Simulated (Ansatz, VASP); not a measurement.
**Two plane-wave programs on ZnSe (Stilleite)**

```
Se Zn
1.0
     0.00000    2.83380    2.83380
     2.83380    0.00000    2.83380
     2.83380    2.83380    0.00000
Se Zn
1 1
Direct
  0.75000 0.75000 0.75000
  0.00000 0.00000 0.00000
```

Alike in both runs: task relaxation of cell and atoms; functional PBEsol0; k mesh 4 × 4 × 4; occupations fermi-dirac, width 0.05 eV; no spin polarisation.

|  | VASP | Ansatz |
| --- | --- | --- |
| version | VASP 6.6.1 | Ansatz 0.2.0 |
| potentials or method | VASP PAW PBE potentials, release 64 (Se, Zn) | Ansatz PAW |
| plane-wave cutoff (eV) | 600 | 420 |
| valence electrons in the cell | 18 | 28 |

|  | VASP | Ansatz | Ansatz less VASP |
| --- | --- | --- | --- |
| gap on the k mesh at the Fermi level, each at its own relaxed structure (eV) | 3.07 | 3.05 | -0.018 |
| relaxed volume (Å³/atom) | 22.39 | 22.40 | +0.012 |
| relaxed cell length with the largest relative difference (Å) | 3.986 | 3.987 | +0.0007 |
| energy change over the relaxation (meV/atom) | -1 | -1 | +0.1 |

The two sets of potentials don't hold the same shells in valence.

Caveats: the k mesh is coarse (spacing up to 0.48 Å⁻¹), so the values aren't converged, least of all with exact exchange; the PAW data sets were made with another functional, which shifts forces and pressure a little (VASP); the plane-wave basis is chosen anew once the cell has moved, so the energies of steps on either side of that aren't comparable (Ansatz); the PAW data sets come from PBE, with cores solved anew for the run's functional, which leaves a small shift of forces and pressure (Ansatz).
